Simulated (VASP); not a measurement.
# SnO (P4/nmm) in VASP: further runs

The runs below take SnO through equation of state, with PBE, PBEsol.

Program: VASP 6.6.1. These are calculated values, not measurements. Logs are shortened: lines on timing, memory, paths and dates and some standing lists are left out, and cuts for length are marked.

**1. The structure**

Symmetry: P4/nmm, No. 129, tetragonal system. The conventional cell has a = 3.814 Å, b = 3.814 Å, c = 4.887 Å, α = 90.00°, β = 90.00°, γ = 90.00°. Sn (site symmetry 4mm) has 4 O at 2.23 Å as nearest neighbours. Around O (site symmetry -4m2) lie 4 Sn at 2.23 Å.

The cell is a database's computed one.

**2. Equation of state, PBE, 16.70 Å³/atom (volume scaled by 0.94)**

Input file INCAR:

```
SYSTEM = SnO
PREC = Accurate
ENCUT = 520
EDIFF = 1E-7
ISMEAR = -1
SIGMA = 0.05
LREAL = .False.
LASPH = .True.
NELM = 60
ALGO = Normal
ISIF = 2
LWAVE = .False.
LCHARG = .False.
GGA = PE
NBANDS = 28
```

Input file KPOINTS:

```
Automatic mesh
0
Gamma
  7 7 6
  0 0 0
```

Input file POSCAR:

```
SnO
1.0
    3.7358428604      0.0000000000      0.0000000000
    0.0000000000      3.7358428604      0.0000000000
    0.0000000000      0.0000000000      4.7871523832
Sn O
2 2
Direct
    0.5000000000      0.0000000000      0.7646261400
    0.0000000000      0.5000000000      0.2353738600
    0.0000000000      0.0000000000      0.0000000000
    0.5000000000      0.5000000000      0.0000000000
```

Potentials or basis: VASP PAW PBE potentials, release 64 (Sn_d, O).

On the command line:

```
> cat potpaw_PBE.64/Sn_d/POTCAR potpaw_PBE.64/O/POTCAR > POTCAR
> mpirun -np 1 vasp_std > vasp.out
```

OUTCAR:

```text
SYSTEM = SnO
   PREC = Accurate
   ENCUT = 520
   EDIFF = 1E-7
   ISMEAR = -1
   LREAL = .False.
   LASPH = .True.
   NELM = 60
   ISIF = 2
   GGA = PE

 ion  position               nearest neighbor table
   1  0.500  0.000  0.765-   3 2.18   4 2.18   4 2.18   3 2.18   2 3.47   2 3.47   2 3.47   2 3.47
                             2 3.66   2 3.66   2 3.66   2 3.66
   2  0.000  0.500  0.235-   3 2.18   4 2.18   3 2.18   4 2.18   1 3.47   1 3.47   1 3.47   1 3.47
                             1 3.66   1 3.66   1 3.66   1 3.66
   3  0.000  0.000  0.000-   1 2.18   2 2.18   2 2.18   1 2.18
   4  0.500  0.500  0.000-   1 2.18   2 2.18   1 2.18   2 2.18

  LATTYP: Found a simple tetragonal cell.
 ALAT       =     3.7358428604
 C/A-ratio  =     1.2814116016

  Lattice vectors:

 A1 = (   3.7358428604,   0.0000000000,   0.0000000000)
 A2 = (   0.0000000000,   3.7358428604,   0.0000000000)
 A3 = (   0.0000000000,   0.0000000000,   4.7871523832)

Analysis of symmetry for initial positions (statically):
=====================================================================
 Subroutine PRICEL returns:
 Original cell was already a primitive cell.

 Routine SETGRP: Setting up the symmetry group for a
 simple tetragonal supercell.

 Subroutine GETGRP returns: Found 16 space group operations
 (whereof  8 operations were pure point group operations)
 out of a pool of 16 trial point group operations.

The static configuration has the point symmetry D_2d.
 The point group associated with its full space group is D_4h.

Analysis of symmetry for dynamics (positions and initial velocities):
=====================================================================
 Subroutine PRICEL returns:
 Original cell was already a primitive cell.

 Routine SETGRP: Setting up the symmetry group for a
 simple tetragonal supercell.

 Subroutine GETGRP returns: Found 16 space group operations
 (whereof  8 operations were pure point group operations)
 out of a pool of 16 trial point group operations.

The dynamic configuration has the point symmetry D_2d.
 The point group associated with its full space group is D_4h.

 Subroutine INISYM returns: Found 16 space group operations
 (whereof  8 operations are pure point group operations),
 and found     1 'primitive' translations

----------------------------------------------------------------------------------------

                                     Primitive cell

  volume of cell :      66.8120

  direct lattice vectors                    reciprocal lattice vectors
     3.735842860  0.000000000  0.000000000     0.267677212  0.000000000  0.000000000
     0.000000000  3.735842860  0.000000000     0.000000000  0.267677212  0.000000000
     0.000000000  0.000000000  4.787152383     0.000000000  0.000000000  0.208892452

  length of vectors
     3.735842860  3.735842860  4.787152383     0.267677212  0.267677212  0.208892452

  position of ions in fractional coordinates (direct lattice)
     0.500000000  0.000000000  0.764626140
     0.000000000  0.500000000  0.235373860
     0.000000000  0.000000000  0.000000000
     0.500000000  0.500000000  0.000000000

  ion indices of the primitive-cell ions
   primitive index   ion index
                 1           1
                 2           2
                 3           3
                 4           4

----------------------------------------------------------------------------------------

 KPOINTS: Automatic mesh

Automatic generation of k-mesh.
 Grid dimensions read from file:
 generate k-points for:    7    7    6

 Generating k-lattice:

  Cartesian coordinates                     Fractional coordinates (reciprocal lattice)
     0.038239602  0.000000000  0.000000000     0.142857143  0.000000000  0.000000000
     0.000000000  0.038239602  0.000000000     0.000000000  0.142857143  0.000000000
     0.000000000  0.000000000  0.034815409     0.000000000  0.000000000  0.166666667

  Length of vectors
     0.038239602  0.038239602  0.034815409

  Shift w.r.t. Gamma in fractional coordinates (k-lattice)
     0.000000000  0.000000000  0.000000000

 Subroutine IBZKPT returns following result:
 ===========================================

 Found     40 irreducible k-points:

 Following reciprocal coordinates:
            Coordinates               Weight
  0.000000  0.000000  0.000000      1.000000
  0.142857  0.000000  0.000000      4.000000
  0.285714  0.000000  0.000000      4.000000
  0.428571  0.000000  0.000000      4.000000
  0.142857  0.142857  0.000000      4.000000
  0.285714  0.142857  0.000000      8.000000
[... 32 lines left out ...]
  0.428571  0.285714  0.500000      8.000000
  0.428571  0.428571  0.500000      4.000000
   k-points           NKPTS =     40   k-points in BZ     NKDIM =     40   number of bands    NBANDS=     28
   number of dos      NEDOS =    301   number of ions     NIONS =      4
   total plane-waves  NPLWV =  28224
   dimension x,y,z NGX =    28 NGY =   28 NGZ =   36
   dimension x,y,z NGXF=    56 NGYF=   56 NGZF=   72
   ions per type =               2   2
   NGX,Y,Z   is equivalent  to a cutoff of  12.46, 12.46, 12.50 a.u.
   NGXF,Y,Z  is equivalent  to a cutoff of  24.92, 24.92, 25.00 a.u.
 SYSTEM =  SnO
   PREC   = accura    normal or accurate (medium, high low for compatibility)
   ISTART =      0    job   : 0-new  1-cont  2-samecut
   ICHARG =      2    charge: 1-file 2-atom 10-const
   ISPIN  =      1    spin polarized calculation?
   LNONCOLLINEAR =      F non collinear calculations
   LSORBIT =      F    spin-orbit coupling
   LASPH  =      T    aspherical Exc in radial PAW
   ENCUT  =  520.0 eV  38.22 Ry    6.18 a.u.   6.95  6.95  8.90*2*pi/ulx,y,z
   NELM   =     60;   NELMIN=  2; NELMDL= -5     # of ELM steps
   EDIFF  = 0.1E-06   stopping-criterion for ELM
   LREAL  =      F    real-space projection
   EDIFFG = 0.1E-05   stopping-criterion for IOM
   NSW    =      0    number of steps for IOM
   IBRION =     -1    ionic relax: 0-MD 1-quasi-New 2-CG
   NFREE  =      0    steps in history (QN), initial steepest desc. (CG)
   ISIF   =      2    stress and relaxation
   ISYM   =      2    0-nonsym 1-usesym 2-fastsym
   POTIM  = 0.5000    time-step for ionic-motion
   TEBEG  =    0.0;   TEEND  =   0.0 temperature during run
   PSTRESS=    0.0 pullay stress
   NELECT =      40.0000    total number of electrons
   NUPDOWN=      -1.0000    fix difference up-down
   EMIN   =  10.00;   EMAX   =-10.00  energy-range for DOS
   EFERMI =   0.00;   METHOD = LEGACY
   ISMEAR =    -1;   SIGMA  =   0.05  broadening in eV -4-tet -1-fermi 0-gaus
   EFERMI_NEDOS =   21; number of points for ismear=-14 and -15
   IALGO  =     38    algorithm
   IMIX   =      4    mixing-type and parameters
     AMIX     =   0.40;   BMIX     =  1.00
     AMIX_MAG =   1.60;   BMIX_MAG =  1.00
  volume/ion in A,a.u.               =      16.70       112.72
  Fermi-wavevector in a.u.,A,eV,Ry     =   1.379781  2.607407 25.902694  1.903794
  Thomas-Fermi vector in A             =   2.504718
   LORBIT       =      0    0 simple, 1 ext, 2 COOP (PROOUT), +10 PAW based schemes
   GGA     = PE    functional components
   LHFCALC =     F    Hartree Fock is set to
   AEXX    =    0.0000 exact exchange contribution
   IVDW    =     0    specifies the selected vdW correction
   LEPSILON=     F    determine dielectric tensor
   LRPA    =     F    only Hartree local field effects (RPA)
 non-spin polarized calculation
  energy-cutoff  :      520.00
  volume of cell :       66.81
 maximum number of plane-waves:      1822
 NGX is ok and might be reduce to    28
   NGX = 13   NGY = 13   NGZ = 17

 number of electron      40.0000021 magnetization

 Free energy of the ion-electron system (eV)
  ---------------------------------------------------
  ext. energy  EPLUGINS =         0.00000000
  ---------------------------------------------------
  free energy    TOTEN  =       -22.48955731 eV

  energy without entropy =      -22.48812736  energy(sigma->0) =      -22.48884233

 E-fermi :   8.0550     XC(G=0): -10.4892

 val. band max:        7.9774192873   @ k =   0.0000   0.0000   0.0000
 cond. band min:       8.1334693884   @ k =   0.4286   0.4286   0.0000
 fundamental gap:      0.1560501011
 Fermi energy:         8.0549584974

 k-point     1 :       0.0000    0.0000    0.0000
  band No.  band energies     occupation
      1     -14.4313      2.00000
      2     -13.8536      2.00000
      3     -13.8536      2.00000
      4     -13.8494      2.00000
      5     -13.7867      2.00000
      6     -13.7864      2.00000
[... 20 lines left out ...]
     27      14.7376      0.00000
     28      15.0535      0.00000

 k-point     2 :       0.1429    0.0000    0.0000
  band No.  band energies     occupation
      1     -14.4206      2.00000
      2     -13.8957      2.00000
      3     -13.8482      2.00000
      4     -13.8478      2.00000
      5     -13.8265      2.00000
      6     -13.7898      2.00000
[... 20 lines left out ...]
     27      14.9729      0.00000
     28      16.6931      0.00000

 k-point     3 :       0.2857    0.0000    0.0000
  band No.  band energies     occupation
      1     -14.3907      2.00000
      2     -14.0922      2.00000
      3     -13.8332      2.00000
      4     -13.8326      2.00000
      5     -13.8070      2.00000
      6     -13.7971      2.00000
[... 20 lines left out ...]
     27      15.3811      0.00000
     28      18.9334      0.00000

 k-point     4 :       0.4286    0.0000    0.0000
  band No.  band energies     occupation
      1     -14.3376      2.00000
      2     -14.2434      2.00000
      3     -13.8170      2.00000
      4     -13.8130      2.00000
      5     -13.8056      2.00000
      6     -13.8005      2.00000
[... 20 lines left out ...]
     27      16.0139      0.00000
     28      17.1865      0.00000

 k-point     5 :       0.1429    0.1429    0.0000
  band No.  band energies     occupation
      1     -14.4122      2.00000
      2     -13.9749      2.00000
      3     -13.8557      2.00000
      4     -13.8349      2.00000
      5     -13.8287      2.00000
      6     -13.7880      2.00000
[... 20 lines left out ...]
     27      16.2477      0.00000
     28      17.1757      0.00000

 k-point     6 :       0.2857    0.1429    0.0000
  band No.  band energies     occupation
      1     -14.3891      2.00000
      2     -14.1348      2.00000
      3     -13.8458      2.00000
      4     -13.8157      2.00000
      5     -13.8090      2.00000
      6     -13.7926      2.00000
[... 959 lines left out ...]
      5     -13.7962      2.00000
      6     -13.7914      2.00000
[... 20 lines left out ...]
     27      17.7896      0.00000
     28      18.0211      0.00000

 k-point    38 :       0.2857    0.2857    0.5000
  band No.  band energies     occupation
      1     -14.3754      2.00000
      2     -14.2322      2.00000
      3     -13.8274      2.00000
      4     -13.8119      2.00000
      5     -13.7983      2.00000
      6     -13.7859      2.00000
[... 20 lines left out ...]
     27      17.8191      0.00000
     28      18.3943      0.00000

 k-point    39 :       0.4286    0.2857    0.5000
  band No.  band energies     occupation
      1     -14.3558      2.00000
      2     -14.3092      2.00000
      3     -13.8212      2.00000
      4     -13.8104      2.00000
      5     -13.7861      2.00000
      6     -13.7843      2.00000
[... 20 lines left out ...]
     27      17.9791      0.00000
     28      18.1465      0.00000

 k-point    40 :       0.4286    0.4286    0.5000
  band No.  band energies     occupation
      1     -14.3588      2.00000
      2     -14.3433      2.00000
      3     -13.8077      2.00000
      4     -13.8003      2.00000
      5     -13.7752      2.00000
      6     -13.7735      2.00000
[... 20 lines left out ...]
     27      18.0875      0.00000
     28      18.1193      0.00000

------------------------ aborting loop because EDIFF is reached ----------------------------------------

  FORCE on cell =-STRESS in cart. coord.  units (eV):
  Direction    XX          YY          ZZ          XY          YZ          ZX
  --------------------------------------------------------------------------------------
  -------------------------------------------------------------------------------------
  Total        4.9391639      4.9391639      3.8151354      0.0000000     -0.0000000      0.0000000
  in kB      118.4430470    118.4430470     91.4884104      0.0000000     -0.0000000      0.0000000
  external PRESSURE =     109.4581682 kB  Pullay stress =       0.0000000 kB

 VOLUME and BASIS-vectors are now :
 -----------------------------------------------------------------------------
  energy-cutoff  :      520.00
  volume of cell :       66.81
      direct lattice vectors                 reciprocal lattice vectors
     3.735842860  0.000000000  0.000000000     0.267677212  0.000000000  0.000000000
     0.000000000  3.735842860  0.000000000     0.000000000  0.267677212  0.000000000
     0.000000000  0.000000000  4.787152383     0.000000000  0.000000000  0.208892452

 POSITION                                       TOTAL-FORCE (eV/Angst)
 -----------------------------------------------------------------------------------
      1.86792      0.00000      3.66038        -0.000000      0.000000     -1.423850
      0.00000      1.86792      1.12677         0.000000      0.000000      1.423850
      0.00000      0.00000      0.00000         0.000000      0.000000      0.000000
      1.86792      1.86792      0.00000        -0.000000     -0.000000      0.000000
 -----------------------------------------------------------------------------------
    total drift:                                0.000000      0.000000      0.000000

  FREE ENERGIE OF THE ION-ELECTRON SYSTEM (eV)
  ---------------------------------------------------
  free  energy   TOTEN  =       -22.4895573107 eV

  energy  without entropy=      -22.4881273593  energy(sigma->0) =      -22.48884233
```

It took 79 s on 1 thread of Intel Xeon Platinum 8488C (Sapphire Rapids), shared host; peak memory 0.2 GiB.

Results:

```yaml
Free_energy: -22.4896 eV
Pressure: 10.9 GPa
Largest_force: 1.424 eV/Å
Band_gap_on_the_k_mesh: 0.16 eV, indirect (least direct gap 2.02 eV)
```

Caveat: spin-orbit coupling is left out, which moves the levels of the heavy elements; an odd mesh through Γ misses points on the zone boundary, where band edges often lie; forces of over 1 eV/Å show positions far from the minimum, so gaps and moduli don't describe the material at rest.

**3. Equation of state, PBE, 17.06 Å³/atom (volume scaled by 0.96)**

Input file INCAR:

```
PREC = Accurate
ENCUT = 520
EDIFF = 1E-7
ISMEAR = -1
SIGMA = 0.05
LREAL = F
LASPH = T
NELM = 60
ALGO = Normal
ISIF = 2
LWAVE = F
LCHARG = F
GGA = PE
NBANDS = 28
```

Input file KPOINTS:

```
Automatic mesh
0
Gamma
  7 7 6
```

Input file POSCAR:

```
SnO
1.0
    3.7621524798      0.0000000000      0.0000000000
    0.0000000000      3.7621524798      0.0000000000
    0.0000000000      0.0000000000      4.8208658347
Sn O
2 2
Direct
    0.5000000000      0.0000000000      0.7646261400
    0.0000000000      0.5000000000      0.2353738600
    0.0000000000      0.0000000000      0.0000000000
    0.5000000000      0.5000000000      0.0000000000
```

Potentials or basis: VASP PAW PBE potentials, release 64 (Sn_d, O).

On the command line:

```
> cat potpaw_PBE.64/Sn_d/POTCAR potpaw_PBE.64/O/POTCAR > POTCAR
> mpirun -np 1 vasp_std > vasp.out
```

It took 64 s on 1 thread of Intel Xeon Platinum 8488C (Sapphire Rapids), shared host; peak memory 0.2 GiB.

Results (log left out):

```
Free energy            : -22.5762 eV
Pressure               : 8.3 GPa
Largest force          : 1.075 eV/Å
Band gap on the k mesh : 0.24 eV, indirect (least direct gap 2.03 eV)
```

Caveat: spin-orbit coupling is left out, which moves the levels of the heavy elements; an odd mesh through Γ misses points on the zone boundary, where band edges often lie; forces of over 1 eV/Å show positions far from the minimum, so gaps and moduli don't describe the material at rest.

**4. Equation of state, PBE, 17.41 Å³/atom (volume scaled by 0.98)**

Input file INCAR:

```
SYSTEM = SnO
PREC = Accurate ; ENCUT = 520
EDIFF = 1E-7 ; ISMEAR = -1
SIGMA = 0.05 ; LREAL = .False.
LASPH = .True. ; NELM = 60
ALGO = Normal ; ISIF = 2
LWAVE = .False. ; LCHARG = .False.
GGA = PE ; NBANDS = 28
```

Input file KPOINTS:

```
regular mesh
0
Gamma
  7 7 6
  0 0 0
```

Input file POSCAR:

```
SnO
1.0
    3.7880991788      0.0000000000      0.0000000000
    0.0000000000      3.7880991788      0.0000000000
    0.0000000000      0.0000000000      4.8541142359
Sn O
2 2
Direct
    0.5000000000      0.0000000000      0.7646261400
    0.0000000000      0.5000000000      0.2353738600
    0.0000000000      0.0000000000      0.0000000000
    0.5000000000      0.5000000000      0.0000000000
```

On the command line:

```
> cat potpaw_PBE.64/Sn_d/POTCAR potpaw_PBE.64/O/POTCAR > POTCAR
> mpirun -np 1 vasp_std > vasp.out
```

Wall time 78 s (1 thread of Intel Xeon Platinum 8488C (Sapphire Rapids), shared host); peak memory 0.2 GiB.

It converged, with:

| Quantity | Value |
| --- | --- |
| Free energy | -22.6407 eV |
| Pressure | 6.0 GPa |
| Largest force | 0.754 eV/Å |
| Band gap on the k mesh | 0.31 eV, indirect (least direct gap 2.04 eV) |

Caveat: spin-orbit coupling is left out, which moves the levels of the heavy elements; an odd mesh through Γ misses points on the zone boundary, where band edges often lie.

**5. Equation of state, PBE, 18.12 Å³/atom (volume scaled by 1.02)**

Input file INCAR:

```
  PREC = Accurate
  ENCUT = 520
  EDIFF = 1E-7
  ISMEAR = -1
  SIGMA = 0.05
  LREAL = F
  LASPH = T
  NELM = 80
  ALGO = Normal
  ISIF = 2
  LWAVE = F
  LCHARG = F
  GGA = PE
  NBANDS = 28
```

Input file KPOINTS:

```
regular mesh
0
Gamma
  7 7 6
```

Input file POSCAR:

```
SnO
1.0
    3.8389522158      0.0000000000      0.0000000000
    0.0000000000      3.8389522158      0.0000000000
    0.0000000000      0.0000000000      4.9192779074
Sn O
2 2
Direct
    0.5000000000      0.0000000000      0.7646261400
    0.0000000000      0.5000000000      0.2353738600
    0.0000000000      0.0000000000      0.0000000000
    0.5000000000      0.5000000000      0.0000000000
```

On the command line:

```
> cat potpaw_PBE.64/Sn_d/POTCAR potpaw_PBE.64/O/POTCAR > POTCAR
> mpirun -np 1 vasp_std > vasp.out
```

Wall time 78 s (1 thread of Intel Xeon Platinum 8488C (Sapphire Rapids), shared host); peak memory 0.21 GiB.

Results (log left out):

- Free energy: -22.7119 eV
- Pressure: 1.9 GPa
- Largest force: 0.181 eV/Å
- Band gap on the k mesh: 0.45 eV, indirect (least direct gap 2.02 eV)

Caveat: spin-orbit coupling is left out, which moves the levels of the heavy elements; an odd mesh through Γ misses points on the zone boundary, where band edges often lie.

**6. Equation of state, PBE, 18.48 Å³/atom (volume scaled by 1.04)**

Input file INCAR:

```
SYSTEM = SnO
PREC = Accurate
ENCUT = 520
EDIFF = 1E-7
ISMEAR = -1
SIGMA = 0.05
LREAL = .False.
LASPH = .True.
NELM = 100
ALGO = Normal
ISIF = 2
LWAVE = .False.
LCHARG = .False.
GGA = PE
NBANDS = 28
```

Input file KPOINTS:

```
regular mesh
0
Gamma
  7 7 6
  0 0 0
```

Input file POSCAR:

```
SnO
1.0
    3.8638811754      0.0000000000      0.0000000000
    0.0000000000      3.8638811754      0.0000000000
    0.0000000000      0.0000000000      4.9512221655
Sn O
2 2
Direct
    0.5000000000      0.0000000000      0.7646261400
    0.0000000000      0.5000000000      0.2353738600
    0.0000000000      0.0000000000      0.0000000000
    0.5000000000      0.5000000000      0.0000000000
```

Potentials or basis: VASP PAW PBE potentials, release 64 (Sn_d, O).

On the command line:

```
> cat potpaw_PBE.64/Sn_d/POTCAR potpaw_PBE.64/O/POTCAR > POTCAR
> mpirun -np 1 vasp_std > vasp.out
```

Wall time 91 s (1 thread of Intel Xeon Platinum 8488C (Sapphire Rapids), shared host); peak memory 0.21 GiB.

The run converged. Its results:

```
Free energy            : -22.7223 eV
Pressure               : 0.2 GPa
Largest force          : 0.074 eV/Å
Band gap on the k mesh : 0.52 eV, indirect (least direct gap 1.99 eV)
```

Caveat: spin-orbit coupling is left out, which moves the levels of the heavy elements; an odd mesh through Γ misses points on the zone boundary, where band edges often lie.

(Continued in part 2 of 2.)
